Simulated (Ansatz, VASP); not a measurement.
One calculation of PbSe, 3 ways

The starting cell:

```
Pb Se
1.0
     0.00000    3.06065    3.06065
     3.06065    0.00000    3.06065
     3.06065    3.06065    0.00000
Pb Se
1 1
Direct
  0.00000 0.00000 0.00000
  0.50000 0.50000 0.50000
```

Alike in all runs: task relaxation of cell and atoms; functional BLYP; k mesh 8 × 8 × 8; occupations fermi-dirac, width 0.05 eV; no spin polarisation; no spin-orbit coupling.

```json
{"program and potentials": "Ansatz, Ansatz PAW", "plane-wave cutoff (eV)": "420", "notes": "potentials made for PBE, which Ansatz adapts in part; 15 valence electrons an atom on average", "equilibrium volume (Å³/atom)": "32.11"}
{"program and potentials": "VASP, PBE PAW files Pb_d, Se, 600 eV", "plane-wave cutoff (eV)": "600", "notes": "potentials made for PBE; 10 valence electrons an atom on average", "equilibrium volume (Å³/atom)": "32.20"}
{"program and potentials": "Ansatz, all-electron LAPW, scalar-relativistic", "plane-wave cutoff (eV)": "-", "notes": "-", "equilibrium volume (Å³/atom)": "32.11"}
```

The equilibrium volume spans 32.11 (Ansatz, all-electron LAPW, scalar-relativistic) to 32.20 Å³/atom (VASP, PBE PAW files Pb_d, Se, 600 eV), with all-electron results at 32.11. Some sets were made for another functional than the one run, which can shift their rows. Relaxations stop with a little pressure left, so the last digit of a volume isn't settled.

Differences between rows come from potentials, basis sets and numerical settings, since the functional is the same but for its coding. Runs on potential files found faulty are left out.
